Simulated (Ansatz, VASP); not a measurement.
CdS in VASP and in Ansatz

```
CELL_PARAMETERS angstrom
3.89844 0.00000 0.00000
0.00000 5.51149 0.00000
0.00000 0.00000 3.89810
ATOMIC_POSITIONS crystal
Cd 0.50000 0.50000 0.24303
Cd 0.00000 0.00000 0.75697
S 0.50000 0.00000 0.25516
S 0.00000 0.50000 0.74484
```

The cell comes from a database or a generator and needn't be the stable form of this composition.

Alike in both runs: task relaxation of cell and atoms; functional PBE; k mesh 10 × 8 × 10; occupations gaussian, width 0.01 eV; no spin polarisation.

```csv
,VASP,Ansatz
version,VASP 6.6.1,Ansatz 0.2.0
potentials or method,"VASP PAW PBE potentials, release 64 (Cd, S)","scalar-relativistic, plane waves, PAW"
plane-wave cutoff (eV),600,420
valence electrons in the cell,36,52
```

```tsv
	VASP	Ansatz	Ansatz less VASP
gap on the k mesh at the Fermi level, each at its own relaxed structure (eV)	0.25	0.26	+0.014
relaxed volume (Å³/atom)	20.83	20.74	-0.094
relaxed cell length with the largest relative difference (Å)	3.892	3.886	-0.0066
```

The two sets of potentials don't hold the same shells in valence.
